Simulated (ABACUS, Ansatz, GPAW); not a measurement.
**CuO: 4 runs at one level of theory**

```xyz
4
Lattice="2.3418 -1.7113 0.0000 2.3418 1.7113 0.0000 -0.8500 0.0000 5.0579" Properties=species:S:1:pos:R:3 pbc="T T T"
Cu    0.7398   -0.8817    2.5292
Cu    1.1850    0.8812    0.0393
O     1.6884    0.2902    3.8152
O     2.1015   -0.2909    1.2727
```

Atoms were shifted at random by some hundredths of an Å from the given cell, which wasn't relaxed again for these runs.

Alike in all runs: task single point; functional PBEsol; k mesh 10 × 10 × 5; occupations fermi-dirac, width 0.05 eV; no spin polarisation; no spin-orbit coupling. Pressure is positive in compression and, in plane waves, holds the error of the finite cutoff, which Ansatz's Pulay term estimates and takes out.

| program and potentials | plane-wave cutoff (eV) | notes | pressure (GPa) | largest force (eV/Å) | energy over the undisturbed cell (meV/atom) |
| --- | --- | --- | --- | --- | --- |
| Ansatz, Ansatz PAW | 420 | potentials made for PBE, which Ansatz adapts in part; 12.5 valence electrons an atom on average; Pulay term of +0.76 GPa included | -2.95 | 0.494 | 5.41 |
| GPAW, PAW data sets generated for this functional | 800 | 8.5 valence electrons an atom on average | -0.38 | 0.432 | - |
| Ansatz, all-electron LAPW, scalar-relativistic | - | - | -2.98 | 0.491 | - |
| ABACUS, PseudoDojo NC SR 0.4.1 PBEsol standard, plane waves | 1252 | 12.5 valence electrons an atom on average | -3.24 | 0.505 | 5.47 |

Force on atom 3 (O), eV/Å:

```json
{"program and potentials": "Ansatz, Ansatz PAW", "x": "0.096", "y": "-0.474", "z": "-0.098"}
{"program and potentials": "GPAW, PAW data sets generated for this functional", "x": "0.094", "y": "-0.395", "z": "-0.112"}
{"program and potentials": "Ansatz, all-electron LAPW, scalar-relativistic", "x": "0.096", "y": "-0.471", "z": "-0.098"}
{"program and potentials": "ABACUS, PseudoDojo NC SR 0.4.1 PBEsol standard, plane waves", "x": "0.097", "y": "-0.486", "z": "-0.098"}
```

The pressure spans -3.24 (ABACUS, PseudoDojo NC SR 0.4.1 PBEsol standard, plane waves) to -0.38 GPa (GPAW, PAW data sets generated for this functional), with all-electron results at -2.98.

The functional is the same throughout but for its coding, so the spread measures potentials, basis and numerics; runs on potential files found faulty are left out.

Three of the four runs agree closely on pressure and forces, while GPAW stands apart with a pressure of -0.38 GPa against the all-electron -2.98 GPa. Its force on the oxygen is also weaker along y, -0.395 against -0.471 eV/Å, though the x and z components differ little. The valence counts suggest that GPAW freezes the copper 3s and 3p shells, which the other two potential sets treat as valence. These shells share the radial region of 3d, so freezing them can alter the response of the Cu–O bond to strain. Other features of the data set or a remaining basis error could contribute as well.

The negative pressures mean that this cell would tend to contract. Real CuO is an antiferromagnetic charge-transfer insulator with local moments on d⁹ Cu(II), whereas these runs impose zero moment. Suppressing the moments probably favours a smaller volume, alongside any bias of the functional itself. Agreement with the all-electron result therefore supports the potentials for this constrained state, not the description of the magnetic ground state.
